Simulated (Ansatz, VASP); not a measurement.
## Cr: VASP beside Ansatz

Contents of INCAR:

```
  ALGO = Fast
  EDIFF = 1E-6
  ENCUT = 520
  GGA = PS
  ISIF = 2
  ISMEAR = 0
  LASPH = True
  LCHARG = False
  LREAL = False
  LWAVE = False
  NBANDS = 12
  NELM = 60
  PREC = Accurate
  SIGMA = 0.15
```

File KPOINTS:

```
k-points
0
Gamma
  24 24 24
```

POSCAR

```
Cr
1.0
   -1.5140475000      1.5140475000      1.4779987500
    1.5140475000     -1.5140475000      1.4779987500
    1.5140475000      1.5140475000     -1.4779987500
Cr
1
Direct
    0.0000000000      0.0000000000      0.0000000000
```

Input for Ansatz:

```yaml
crystal:
  lattice:
    - [-1.5140475, 1.5140475, 1.47799875]
    - [1.5140475, -1.5140475, 1.47799875]
    - [1.5140475, 1.5140475, -1.47799875]
  atoms:
    - { symbol: Cr, position: [0.0, 0.0, 0.0] }
basis:
  ecutwfc: 420
kpoints:
  mp_grid: { grid: [24, 24, 24] }
hamiltonian:
  xc: pbesol
scf:
  occupations: { method: gaussian, width: 0.15 }
output:
  forces: true
  stress: true
  eigenvalues: true
```

Change from the starting cell: strain +0.050 along x and y, +0.025 along z, atoms carried along.

Alike in both runs: task single point; functional PBEsol; k mesh 24 × 24 × 24; occupations gaussian, width 0.15 eV; no spin polarisation.

|  | VASP | Ansatz |
| --- | --- | --- |
| version | VASP 6.6.1 | Ansatz 0.2.0 |
| potentials or method | VASP PAW PBE potentials, release 64 (Cr_pv) | scalar-relativistic, plane waves, PAW |
| plane-wave cutoff (eV) | 520 | 420 |
| valence electrons in the cell | 12 | 14 |

Ansatz gave:

* gap on the k mesh at the Fermi level (eV): none
* pressure (GPa): -36.2
* largest component of the traceless stress (GPa): 3.86

**Question.** Which values does VASP return?

**Answer.** gap on the k mesh at the Fermi level (eV): none; pressure (GPa): -36.3; largest component of the traceless stress (GPa): 3.82.

A gap of «none» marks a metal or a gap that the smearing closes. The functional is the same, so the differences come from potentials, cutoffs and numerics. The two sets of potentials don't hold the same shells in valence.

Caveats: the cell as given lies far from equilibrium; so large a pressure means that the cell lies far from this level's equilibrium, or that cutoff or potentials fall short (VASP); the potentials were made for another functional, which shifts forces and pressure (VASP); the run has no spin polarisation, though such a crystal can be magnetic. Spin polarisation is off, so any magnetic state and its effect on volume and gap are missing.
